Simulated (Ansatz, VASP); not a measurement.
## Two plane-wave programs on Bi

```xyz
2
Lattice="3.4448 0.0000 0.0000 -1.7224 2.9833 0.0000 0.0000 0.0000 5.6631" Properties=species:S:1:pos:R:3 pbc="T T T"
Bi    0.0000    1.9889    1.4158
Bi    1.7224    0.9944    4.2473
```

Alike in both runs: task single point; functional PBE; k mesh 12 × 12 × 6; occupations fermi-dirac, width 0.1 eV; no spin polarisation.

|  | VASP | Ansatz |
| --- | --- | --- |
| version | VASP 6.6.1 | Ansatz 0.2.0 |
| potentials or method | VASP PAW PBE potentials, release 64 (Bi_d) | plane waves (420 eV) with PAW, scalar-relativistic |
| plane-wave cutoff (eV) | 520 | 420 |
| valence electrons in the cell | 30 | 30 |

|  | VASP | Ansatz | Ansatz less VASP |
| --- | --- | --- | --- |
| pressure (GPa) | 5.1 | 5.2 | +0.07 |
| largest component of the traceless stress (GPa) | 0.37 | 0.37 | -0.005 |
